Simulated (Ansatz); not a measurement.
Phonons of MgF$_{2}$ (rutile) at Γ, X = (0.5, 0.0, 0.0), M = (0.5, 0.5, 0.0), Z = (0.0, 0.0, 0.5).

MgF2 (rutile)

```
MgF2
1.0
    4.69838     0.00000     0.00000
    0.00000     4.69838     0.00000
    0.00000     0.00000     3.09284
Mg F
2 4
Cartesian
  0.00000   0.00000   0.00000
  2.34919   2.34919   1.54642
  1.42632   1.42632   0.00000
  3.77551   0.92286   1.54642
  0.92286   3.77551   1.54642
  3.27205   3.27205   0.00000
```

Method: PBE (plane waves to 420 eV, PAW, scalar-relativistic; Ansatz, an electronic-structure program). DFPT wavenumbers on a 6×6×8 k mesh, in cm⁻¹; i marks imaginary ones, q is in fractions of the reciprocal vectors of the cell shown, and the three acoustic modes at Γ are left out. The non-analytic (LO-TO) term is not included, so polar modes at Γ have their transverse values. MgF2 was relaxed with its symmetry unable to fall.

| q | wavenumbers (cm⁻¹) |
|---|---|
| Γ | 93, 199, 237 (×2), 273 (×2), 289, 372, 377, 382 (×2), 395, 423 (×2), 488 |
| X = (0.5, 0.0, 0.0) | 134 (×2), 134 (×2), 209 (×2), 253 (×2), 279 (×2), 340 (×2), 383 (×2), 416 (×2), 545 (×2) |
| M = (0.5, 0.5, 0.0) | 112 (×2), 143 (×2), 193 (×2), 213 (×2), 276 (×2), 383 (×2), 398 (×2), 463 (×2), 474 (×2) |
| Z = (0.0, 0.0, 0.5) | 198 (×2), 210 (×2), 219 (×2), 237 (×2), 337 (×2), 359 (×2), 385 (×2), 407 (×2), 492 (×2) |

The structure shows no imaginary mode at these points (lowest 93 cm⁻¹ at Γ); other wave vectors were not tested.

Highest mode: 545 cm⁻¹ at X = (0.5, 0.0, 0.0).
